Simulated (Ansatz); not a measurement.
# Ni3Ge: how settings move the results

This session on Ni3Ge sets out to sweep the k-point mesh.

Method: DFT PBEsol, scalar-relativistic, plane waves, PAW, in Ansatz 0.2.0.

1 further run of the same task is left out (for a known fault of the program).

## Step 1: The structure to begin with

It takes space group Pm-3m (No. 221, cubic). The conventional cell has a = 3.530 Å, b = 3.530 Å, c = 3.530 Å, α = 90.00°, β = 90.00°, γ = 90.00°. Ni (site symmetry 4/mmm) is surrounded by 8 Ni at 2.50 Å and 4 Ge at 2.50 Å. Ge (site symmetry m-3m) has 12 Ni at 2.50 Å as nearest neighbours.

As a file:

```xyz
4
Lattice="3.5303 0.0000 0.0000 0.0000 3.5303 0.0000 0.0000 0.0000 3.5303" Properties=species:S:1:pos:R:3 pbc="T T T"
Ni    1.7652    0.0000    1.7652
Ni    0.0000    1.7652    1.7652
Ni    1.7652    1.7652    0.0000
Ge    0.0000    0.0000    0.0000
```

The structure comes from the Materials Project (structure only); it is used as listed.

## Step 2: The base input

input.yaml reads:

```yaml
crystal:
  lattice:
    - [3.5303341067, 0.0, 0.0]
    - [0.0, 3.5303341067, 0.0]
    - [0.0, 0.0, 3.5303341067]
  atoms:
    - { symbol: Ni, position: [0.5, 0.0, 0.5] }
    - { symbol: Ni, position: [0.0, 0.5, 0.5] }
    - { symbol: Ni, position: [0.5, 0.5, 0.0] }
    - { symbol: Ge, position: [0.0, 0.0, 0.0] }
basis:
  ecutwfc: 420
kpoints:
  mp_grid: { grid: [12, 12, 12] }
hamiltonian:
  xc: pbesol
scf:
  occupations: { method: gaussian, width: 0.1 }
output:
  forces: true
  stress: true
  eigenvalues: true
  populations: true
```

Its results, from an earlier run: -5417.4469 eV/atom at zero smearing, pressure -0.99 GPa, largest force 0.000 eV/Å, no gap on the mesh, in 7 SCF cycles and 13 s.

## Step 3: K-point mesh set to 1×1×1

Changes to input.yaml since step 2:

```diff
@@ -13,3 +13,3 @@
 kpoints:
-  mp_grid: { grid: [12, 12, 12] }
+  mp_grid: { grid: [1, 1, 1] }
 hamiltonian:
@@ -22,2 +22 @@
   eigenvalues: true
-  populations: true
```

Run with:

```
$ ansatz run input.yaml --threads 1 --pin off --max-ram 2560MiB --backend cpu --events-out ev --progress --plain --runs-dir out
```

The program printed, cut to the lines that bear on the results:

```text
Warning: RAYON_NUM_THREADS=1 ignored (pool sized by the plan → 1); use --threads N
[...]
Pseudopotentials: kind: paw
Pseudopotential: Ni, paw, valence charge 18, recommended cutoff 420 eV (normal), Ni.paw.azcp
Pseudopotential: Ge, paw, valence charge 14, recommended cutoff 420 eV (normal), Ge.paw.azcp
Functional definition: PBEsol
[...]
Crystal: 4 atoms, lattice volume = 43.999 Å³
Basis set: ecut = 420 eV, 847 PW (Γ), exchange–correlation on 48×48×48 points (8 copies of the dense FFT grid, shifted against one another)
Bands: 41, of which v1, the nominal top of the filled ones, is band 34 counted from 1 (33 counted from 0)
Symmetry: 48 space group operations
Space group: Pm-3m (ITA 221), of the structure as read, at distance tolerance 3.5e-5 Å
k-points: 1
[...]
SCF iter   1: F=—  HF=-21661.279211 eV  |F-HF|=—  |Δ(HF+E_count)|=         —  Δρ=1.74e-1  dr2=1.05e1  ethr=1.77e-3  ⟨swp⟩=5.0  Hψ=168  notcnv=0
[...]
SCF iter  16: F=-21659.496612 eV  HF=-21659.496612 eV  |F-HF|=6.82e-9  |Δ(HF+E_count)|=   8.49e-8  Δρ=4.87e-6  dr2=7.41e-9  ethr=1.47e-10  ⟨swp⟩=8.0  Hψ=178  notcnv=0
[...]
SCF converged after 16 iterations
Free energy (F): -21659.496612 eV
[...]
E sigma→0 (E₀):  -21659.337537 eV
Entropy (-TS):   -0.318151 eV (-79.538 meV/atom)
Fermi energy:    17.903396 eV
[...]
--- Forces (eV/Å), atoms counted from 1 ---
  atom   1  Ni     0.00000000     0.00000000     0.00000000
  atom   2  Ni     0.00000000     0.00000000     0.00000000
  atom   3  Ni     0.00000000     0.00000000    -0.00000000
  atom   4  Ge     0.00000000    -0.00000000    -0.00000000
[...]
--- Stress (GPa, compression-positive) ---
       23.714309       0.000000       0.000000
       -0.000000      23.714309      -0.000000
        0.000000      -0.000000      23.714309
  P = ⅓ Tr σ = 23.7143 GPa (237.143 kbar)
--- Band table (eV) ---
[...]
```

Wall time 1.5 s (1 thread of Intel Xeon Platinum 8259CL at 2.50GHz (Skylake/Cascade Lake), shared host); peak memory 0.35 GiB.

Read-out: -5414.8344 eV/atom at zero smearing, pressure 23.71 GPa and no gap on the mesh.

## Step 4: K-point mesh set to 2×2×2

Changes to input.yaml since step 3:

```diff
@@ -13,3 +13,3 @@
 kpoints:
-  mp_grid: { grid: [1, 1, 1] }
+  mp_grid: { grid: [2, 2, 2] }
 hamiltonian:
```

Run with:

```
$ ansatz run input.yaml --threads 1 --pin off --max-ram 2560MiB --backend cpu --events-out ev --progress --plain --runs-dir out
```

The program printed, cut to the lines that bear on the results:

```text
Warning: RAYON_NUM_THREADS=1 ignored (pool sized by the plan → 1); use --threads N
[...]
[... 4 set-up lines as earlier in the session ...]
[...]
Crystal: 4 atoms, lattice volume = 43.999 Å³
Basis set: ecut = 420 eV, 847 PW (Γ), exchange–correlation on 48×48×48 points (8 copies of the dense FFT grid, shifted against one another)
Bands: 41, of which v1, the nominal top of the filled ones, is band 34 counted from 1 (33 counted from 0)
[... 2 set-up lines as earlier in the session ...]
k-points: 4 of 8
[...]
SCF iter   1: F=—  HF=-21670.083929 eV  |F-HF|=—  |Δ(HF+E_count)|=         —  Δρ=5.24e-2  dr2=6.95e-1  ethr=1.77e-3  ⟨swp⟩=6.2  Hψ=548  notcnv=0
[...]
SCF iter   8: F=-21669.943914 eV  HF=-21669.943914 eV  |F-HF|=1.76e-8  |Δ(HF+E_count)|=   1.39e-7  Δρ=7.77e-6  dr2=1.46e-8  ethr=1.47e-10  ⟨swp⟩=7.5  Hψ=747  notcnv=0
[...]
SCF converged after 8 iterations
Free energy (F): -21669.943914 eV
[...]
E sigma→0 (E₀):  -21669.922888 eV
Entropy (-TS):   -0.042052 eV (-10.513 meV/atom)
Fermi energy:    18.176701 eV
[...]
--- Forces (eV/Å), atoms counted from 1 ---
  atom   1  Ni    -0.00000000    -0.00000000     0.00000000
  atom   2  Ni    -0.00000000     0.00000000     0.00000000
  atom   3  Ni    -0.00000000    -0.00000000     0.00000000
  atom   4  Ge    -0.00000000    -0.00000000    -0.00000000
[...]
--- Stress (GPa, compression-positive) ---
       -4.690419       0.000000       0.000000
        0.000000      -4.690419       0.000000
        0.000000       0.000000      -4.690419
  P = ⅓ Tr σ = -4.6904 GPa (-46.904 kbar)
--- Band table (eV) ---
[...]
```

Wall time 1.5 s (1 thread of Intel Xeon Platinum 8259CL at 2.50GHz (Skylake/Cascade Lake), shared host); peak memory 0.35 GiB.

This run gives -5417.4807 eV/atom at zero smearing, pressure -4.69 GPa and no gap on the mesh.

## Step 5: K-point mesh: 4×4×4

Changes to input.yaml since step 4:

```diff
@@ -13,3 +13,3 @@
 kpoints:
-  mp_grid: { grid: [2, 2, 2] }
+  mp_grid: { grid: [4, 4, 4] }
 hamiltonian:
```

Run with:

```
$ ansatz run input.yaml --threads 1 --pin off --max-ram 2560MiB --backend cpu --events-out ev --progress --plain --runs-dir out
```

The program printed, cut to the lines that bear on the results:

```text
Warning: RAYON_NUM_THREADS=1 ignored (pool sized by the plan → 1); use --threads N
[...]
[... 4 set-up lines as earlier in the session ...]
[...]
Crystal: 4 atoms, lattice volume = 43.999 Å³
Basis set: ecut = 420 eV, 847 PW (Γ), exchange–correlation on 48×48×48 points (8 copies of the dense FFT grid, shifted against one another)
Bands: 41, of which v1, the nominal top of the filled ones, is band 34 counted from 1 (33 counted from 0)
[... 2 set-up lines as earlier in the session ...]
k-points: 10 of 64
[...]
SCF iter   1: F=—  HF=-21669.836058 eV  |F-HF|=—  |Δ(HF+E_count)|=         —  Δρ=2.04e-2  dr2=9.44e-2  ethr=1.77e-3  ⟨swp⟩=5.6  Hψ=1324  notcnv=0  defer=5
[...]
SCF iter   7: F=-21669.816911 eV  HF=-21669.816911 eV  |F-HF|=3.09e-8  |Δ(HF+E_count)|=   4.73e-8  Δρ=6.77e-6  dr2=2.38e-8  ethr=1.47e-10  ⟨swp⟩=7.3  Hψ=1823  notcnv=0
[...]
SCF converged after 7 iterations
Free energy (F): -21669.816911 eV
[...]
E sigma→0 (E₀):  -21669.811533 eV
Entropy (-TS):   -0.010755 eV (-2.689 meV/atom)
Fermi energy:    18.613250 eV
[...]
--- Forces (eV/Å), atoms counted from 1 ---
  atom   1  Ni     0.00000000    -0.00000000    -0.00000000
  atom   2  Ni     0.00000000     0.00000000     0.00000000
  atom   3  Ni     0.00000000    -0.00000000     0.00000000
  atom   4  Ge     0.00000000     0.00000000     0.00000000
[...]
--- Stress (GPa, compression-positive) ---
       -0.899081       0.000000       0.000000
       -0.000000      -0.899081       0.000000
        0.000000       0.000000      -0.899081
  P = ⅓ Tr σ = -0.8991 GPa (-8.991 kbar)
--- Band table (eV; the first three rows and the last of 10) ---
[...]
```

It took 2 s on 1 thread of Intel Xeon Platinum 8259CL at 2.50GHz (Skylake/Cascade Lake), shared host; peak memory 0.36 GiB.

This run gives -5417.4529 eV/atom at zero smearing, pressure -0.90 GPa and no gap on the mesh.

## Step 6: K-point mesh set to 6×6×6

Changes to input.yaml since step 5:

```diff
@@ -13,3 +13,3 @@
 kpoints:
-  mp_grid: { grid: [4, 4, 4] }
+  mp_grid: { grid: [6, 6, 6] }
 hamiltonian:
```

Run with:

```
$ ansatz run input.yaml --threads 1 --pin off --max-ram 2560MiB --backend cpu --events-out ev --progress --plain --runs-dir out
```

The program printed, cut to the lines that bear on the results:

```text
[...]
SCF converged after 7 iterations
Free energy (F): -21669.792061 eV
[...]
E sigma→0 (E₀):  -21669.787685 eV
Entropy (-TS):   -0.008753 eV (-2.188 meV/atom)
Fermi energy:    18.570902 eV
[...]
--- Forces (eV/Å), atoms counted from 1 ---
  atom   1  Ni     0.00000000    -0.00000000     0.00000000
  atom   2  Ni     0.00000000     0.00000000     0.00000000
  atom   3  Ni     0.00000000     0.00000000    -0.00000000
  atom   4  Ge    -0.00000000     0.00000000     0.00000000
[...]
--- Stress (GPa, compression-positive) ---
       -0.940201       0.000000       0.000000
        0.000000      -0.940201      -0.000000
        0.000000      -0.000000      -0.940201
  P = ⅓ Tr σ = -0.9402 GPa (-9.402 kbar)
--- Band table (eV; the first three rows and the last of 20) ---
[...]
```

It took 3.5 s on 1 thread of Intel Xeon Platinum 8259CL at 2.50GHz (Skylake/Cascade Lake), shared host; peak memory 0.4 GiB.

Result: -5417.4469 eV/atom at zero smearing, pressure -0.94 GPa and no gap on the mesh.

## Step 7: K-point mesh set to 8×8×8

Changes to input.yaml since step 6:

```diff
@@ -13,3 +13,3 @@
 kpoints:
-  mp_grid: { grid: [6, 6, 6] }
+  mp_grid: { grid: [8, 8, 8] }
 hamiltonian:
```

Run with:

```
$ ansatz run input.yaml --threads 1 --pin off --max-ram 2560MiB --backend cpu --events-out ev --progress --plain --runs-dir out
```

The program printed, cut to the lines that bear on the results:

```text
[...]
SCF converged after 8 iterations
Free energy (F): -21669.790911 eV
[...]
E sigma→0 (E₀):  -21669.785319 eV
Entropy (-TS):   -0.011183 eV (-2.796 meV/atom)
Fermi energy:    18.551915 eV
[...]
--- Forces (eV/Å), atoms counted from 1 ---
  atom   1  Ni     0.00000000    -0.00000000    -0.00000000
  atom   2  Ni     0.00000000     0.00000000     0.00000000
  atom   3  Ni    -0.00000000     0.00000000    -0.00000000
  atom   4  Ge    -0.00000000    -0.00000000     0.00000000
[...]
--- Stress (GPa, compression-positive) ---
       -0.979530       0.000000       0.000000
       -0.000000      -0.979530       0.000000
        0.000000       0.000000      -0.979530
  P = ⅓ Tr σ = -0.9795 GPa (-9.795 kbar)
--- Band table (eV; the first three rows and the last of 35) ---
[...]
```

It took 4.8 s on 1 thread of Intel Xeon Platinum 8259CL at 2.50GHz (Skylake/Cascade Lake), shared host; peak memory 0.41 GiB.

Result: -5417.4463 eV/atom at zero smearing, pressure -0.98 GPa and no gap on the mesh.

## Step 8: K-point mesh: 10×10×10

Changes to input.yaml since step 7:

```diff
@@ -13,3 +13,3 @@
 kpoints:
-  mp_grid: { grid: [8, 8, 8] }
+  mp_grid: { grid: [10, 10, 10] }
 hamiltonian:
```

Run with:

```
$ ansatz run input.yaml --threads 1 --pin off --max-ram 2560MiB --backend cpu --events-out ev --progress --plain --runs-dir out
```

The program printed, cut to the lines that bear on the results:

```text
Warning: RAYON_NUM_THREADS=1 ignored (pool sized by the plan → 1); use --threads N
[...]
[... 4 set-up lines as earlier in the session ...]
[...]
Crystal: 4 atoms, lattice volume = 43.999 Å³
Basis set: ecut = 420 eV, 847 PW (Γ), exchange–correlation on 48×48×48 points (8 copies of the dense FFT grid, shifted against one another)
Bands: 41, of which v1, the nominal top of the filled ones, is band 34 counted from 1 (33 counted from 0)
[... 2 set-up lines as earlier in the session ...]
k-points: 56 of 1000
[...]
SCF iter   1: F=—  HF=-21669.811693 eV  |F-HF|=—  |Δ(HF+E_count)|=         —  Δρ=2.02e-2  dr2=9.27e-2  ethr=1.77e-3  ⟨swp⟩=5.6  Hψ=7369  notcnv=0  defer=21
[...]
SCF iter   7: F=-21669.793218 eV  HF=-21669.793218 eV  |F-HF|=9.99e-8  |Δ(HF+E_count)|=   1.70e-7  Δρ=1.34e-5  dr2=8.72e-8  ethr=1.47e-10  ⟨swp⟩=7.7  Hψ=11259  notcnv=0
[...]
SCF converged after 7 iterations
Free energy (F): -21669.793218 eV
[...]
E sigma→0 (E₀):  -21669.788195 eV
Entropy (-TS):   -0.010046 eV (-2.512 meV/atom)
Fermi energy:    18.552533 eV
[...]
--- Forces (eV/Å), atoms counted from 1 ---
  atom   1  Ni     0.00000000    -0.00000000     0.00000000
  atom   2  Ni     0.00000000    -0.00000000     0.00000000
  atom   3  Ni     0.00000000    -0.00000000     0.00000000
  atom   4  Ge    -0.00000000     0.00000000     0.00000000
[...]
--- Stress (GPa, compression-positive) ---
       -0.999873      -0.000000       0.000000
       -0.000000      -0.999873       0.000000
        0.000000       0.000000      -0.999873
  P = ⅓ Tr σ = -0.9999 GPa (-9.999 kbar)
--- Band table (eV; the first three rows and the last of 56) ---
[...]
```

Wall time 6.2 s (1 thread of Intel Xeon Platinum 8259CL at 2.50GHz (Skylake/Cascade Lake), shared host); peak memory 0.43 GiB.

Result: -5417.4470 eV/atom at zero smearing, pressure -1.00 GPa and no gap on the mesh.

## Step 9: K-point mesh: 14×14×14

Changes to input.yaml since step 8:

```diff
@@ -13,3 +13,3 @@
 kpoints:
-  mp_grid: { grid: [10, 10, 10] }
+  mp_grid: { grid: [14, 14, 14] }
 hamiltonian:
```

Run with:

```
$ ansatz run input.yaml --threads 1 --pin off --max-ram 2560MiB --backend cpu --events-out ev --progress --plain --runs-dir out
```

The program printed, cut to the lines that bear on the results:

```text
Warning: RAYON_NUM_THREADS=1 ignored (pool sized by the plan → 1); use --threads N
[...]
[... 4 set-up lines as earlier in the session ...]
[...]
Crystal: 4 atoms, lattice volume = 43.999 Å³
Basis set: ecut = 420 eV, 847 PW (Γ), exchange–correlation on 48×48×48 points (8 copies of the dense FFT grid, shifted against one another)
Bands: 41, of which v1, the nominal top of the filled ones, is band 34 counted from 1 (33 counted from 0)
[... 2 set-up lines as earlier in the session ...]
k-points: 120 of 2744
[...]
SCF iter   1: F=—  HF=-21669.811013 eV  |F-HF|=—  |Δ(HF+E_count)|=         —  Δρ=2.01e-2  dr2=9.23e-2  ethr=1.77e-3  ⟨swp⟩=5.6  Hψ=15767  notcnv=0  defer=41
[...]
SCF iter   7: F=-21669.792623 eV  HF=-21669.792623 eV  |F-HF|=1.12e-7  |Δ(HF+E_count)|=   1.87e-7  Δρ=1.38e-5  dr2=9.60e-8  ethr=1.47e-10  ⟨swp⟩=7.7  Hψ=24107  notcnv=0
[...]
SCF converged after 7 iterations
Free energy (F): -21669.792623 eV
[...]
E sigma→0 (E₀):  -21669.787555 eV
Entropy (-TS):   -0.010136 eV (-2.534 meV/atom)
Fermi energy:    18.558572 eV
[...]
--- Forces (eV/Å), atoms counted from 1 ---
  atom   1  Ni    -0.00000000    -0.00000000     0.00000000
  atom   2  Ni     0.00000000     0.00000000     0.00000000
  atom   3  Ni     0.00000000    -0.00000000    -0.00000000
  atom   4  Ge    -0.00000000     0.00000000     0.00000000
[...]
--- Stress (GPa, compression-positive) ---
       -0.993045      -0.000000       0.000000
       -0.000000      -0.993045       0.000000
        0.000000       0.000000      -0.993045
  P = ⅓ Tr σ = -0.9930 GPa (-9.930 kbar)
--- Band table (eV; the first three rows and the last of 120) ---
[...]
```

It took 13 s on 1 thread of Intel Xeon Platinum 8259CL at 2.50GHz (Skylake/Cascade Lake), shared host; peak memory 0.51 GiB.

Result: -5417.4469 eV/atom at zero smearing, pressure -0.99 GPa and no gap on the mesh.

## Step 10: K-point mesh: 16×16×16

Changes to input.yaml since step 9:

```diff
@@ -13,3 +13,3 @@
 kpoints:
-  mp_grid: { grid: [14, 14, 14] }
+  mp_grid: { grid: [16, 16, 16] }
 hamiltonian:
```

Run with:

```
$ ansatz run input.yaml --threads 1 --pin off --max-ram 2560MiB --backend cpu --events-out ev --progress --plain --runs-dir out
```

The program printed, cut to the lines that bear on the results:

```text
Warning: RAYON_NUM_THREADS=1 ignored (pool sized by the plan → 1); use --threads N
[...]
[... 4 set-up lines as earlier in the session ...]
[...]
Crystal: 4 atoms, lattice volume = 43.999 Å³
Basis set: ecut = 420 eV, 847 PW (Γ), exchange–correlation on 48×48×48 points (8 copies of the dense FFT grid, shifted against one another)
Bands: 41, of which v1, the nominal top of the filled ones, is band 34 counted from 1 (33 counted from 0)
[... 2 set-up lines as earlier in the session ...]
k-points: 165 of 4096
[...]
SCF iter   1: F=—  HF=-21669.811007 eV  |F-HF|=—  |Δ(HF+E_count)|=         —  Δρ=2.02e-2  dr2=9.26e-2  ethr=1.77e-3  ⟨swp⟩=5.6  Hψ=21686  notcnv=0  defer=56
[...]
SCF iter   7: F=-21669.792617 eV  HF=-21669.792617 eV  |F-HF|=1.09e-7  |Δ(HF+E_count)|=   1.85e-7  Δρ=1.39e-5  dr2=9.47e-8  ethr=1.47e-10  ⟨swp⟩=7.7  Hψ=33022  notcnv=0
[...]
SCF converged after 7 iterations
Free energy (F): -21669.792617 eV
[...]
E sigma→0 (E₀):  -21669.787440 eV
Entropy (-TS):   -0.010354 eV (-2.588 meV/atom)
Fermi energy:    18.557609 eV
[...]
--- Forces (eV/Å), atoms counted from 1 ---
  atom   1  Ni     0.00000000    -0.00000000     0.00000000
  atom   2  Ni     0.00000000     0.00000000     0.00000000
  atom   3  Ni     0.00000000    -0.00000000     0.00000000
  atom   4  Ge    -0.00000000    -0.00000000     0.00000000
[...]
--- Stress (GPa, compression-positive) ---
       -0.993450      -0.000000       0.000000
        0.000000      -0.993450       0.000000
        0.000000       0.000000      -0.993450
  P = ⅓ Tr σ = -0.9935 GPa (-9.935 kbar)
--- Band table (eV; the first three rows and the last of 165) ---
[...]
```

Wall time 15 s (1 thread of Intel Xeon Platinum 8259CL at 2.50GHz (Skylake/Cascade Lake), shared host); peak memory 0.55 GiB.

This run gives -5417.4469 eV/atom at zero smearing, pressure -0.99 GPa and no gap on the mesh.

## Step 11: K-point mesh set to 18×18×18

Changes to input.yaml since step 10:

```diff
@@ -13,3 +13,3 @@
 kpoints:
-  mp_grid: { grid: [16, 16, 16] }
+  mp_grid: { grid: [18, 18, 18] }
 hamiltonian:
```

Run with:

```
$ ansatz run input.yaml --threads 1 --pin off --max-ram 2560MiB --backend cpu --events-out ev --progress --plain --runs-dir out
```

The program printed, cut to the lines that bear on the results:

```text
[...]
SCF converged after 7 iterations
Free energy (F): -21669.792688 eV
[...]
E sigma→0 (E₀):  -21669.787564 eV
Entropy (-TS):   -0.010247 eV (-2.562 meV/atom)
Fermi energy:    18.557470 eV
[...]
--- Forces (eV/Å), atoms counted from 1 ---
  atom   1  Ni     0.00000000    -0.00000000    -0.00000000
  atom   2  Ni     0.00000000     0.00000000     0.00000000
  atom   3  Ni     0.00000000    -0.00000000    -0.00000000
  atom   4  Ge    -0.00000000     0.00000000    -0.00000000
[...]
--- Stress (GPa, compression-positive) ---
       -0.993553      -0.000000       0.000000
       -0.000000      -0.993553       0.000000
        0.000000       0.000000      -0.993553
  P = ⅓ Tr σ = -0.9936 GPa (-9.936 kbar)
--- Band table (eV; the first three rows and the last of 220) ---
[...]
```

Run time: 22 s. Hardware: 1 thread of Intel Xeon Platinum 8259CL at 2.50GHz (Skylake/Cascade Lake), shared host; peak memory 0.61 GiB.

This run gives -5417.4469 eV/atom at zero smearing, pressure -0.99 GPa and no gap on the mesh.

## Step 12: Summary: the k-point mesh

Energies are per atom, extrapolated to zero smearing, and count from the run at 18×18×18. Pressure is positive in compression.

| mesh | ΔE (meV/atom) | pressure (GPa) | irreducible points | SCF cycles | CPU time |
| --- | --- | --- | --- | --- | --- |
| 1×1×1 | 2613 | 23.71 | 1 | 16 | 1.4 s |
| 2×2×2 | -33.8 | -4.69 | 4 | 8 | 1.4 s |
| 4×4×4 | -5.99 | -0.90 | 10 | 7 | 1.9 s |
| 6×6×6 | -0.03 | -0.94 | 20 | 7 | 3.5 s |
| 8×8×8 | 0.56 | -0.98 | 35 | 8 | 4.8 s |
| 10×10×10 | -0.16 | -1.00 | 56 | 7 | 6.1 s |
| 12×12×12 | 0.01 | -0.99 | 84 | 7 | 13 s |
| 14×14×14 | 0.00 | -0.99 | 120 | 7 | 13 s |
| 16×16×16 | 0.03 | -0.99 | 165 | 7 | 15 s |
| 18×18×18 | 0.00 | -0.99 | 220 | 7 | 22 s |

The times were taken beside other jobs on the same host; read them as orders of magnitude.

## Step 13: Outcome

| quantity | value |
| --- | --- |
| k-point mesh: within 10 and 1 meV/atom of 18×18×18 from | 4×4×4 for 10; 6×6×6 for 1 |

In words: In the sweep of the k-point mesh, 6×6×6 already comes within 1 meV/atom of the reference, and so do all later runs, at about 0.16 of the reference's time. The reference is only the best run made, not a proven limit. The error changes sign along the series, since a k mesh isn't variational, and a metal needs dense meshes to resolve its Fermi surface. Spin polarisation is off in the runs that give these values; a magnetic solution could lie lower.
